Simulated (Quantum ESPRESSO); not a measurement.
Crystal: PbS (Galena).

```
CELL_PARAMETERS angstrom
0.00000 2.96575 2.96575
2.96575 0.00000 2.96575
2.96575 2.96575 0.00000
ATOMIC_POSITIONS crystal
Pb 0.00000 0.00000 0.00000
S 0.50000 0.50000 0.50000
```

Base run:

* Program: Quantum ESPRESSO 7.5
* Functional: vdW-DF2
* Potentials or basis: PseudoDojo 0.4.1 SR PBE standard
* Cutoff: 762 eV
* Density cutoff: 3048 eV
* k mesh: 8 × 8 × 8
* Occupations: fermi-dirac, width 0.05 eV
* Spin: no spin polarisation

Its results: band gap on the k mesh 0.54 eV, direct; pressure 7.6 GPa.

Q: After a change of settings the same cell gave: band gap on the k mesh 0.32 eV, direct; pressure -0.2 GPa. Which change was it?
A. functional from vdW-DF2 to HLE16
B. functional from vdW-DF2 to rPW86PBE; dispersion from none to rVV10
C. functional from vdW-DF2 to AM05

A: C.

Caveats: the potentials were made for another functional, which shifts forces and pressure; spin-orbit coupling is left out, which as a rule narrows the gap of such compounds by several tenths of an eV.

Runs at the PBE level aren't shown here.
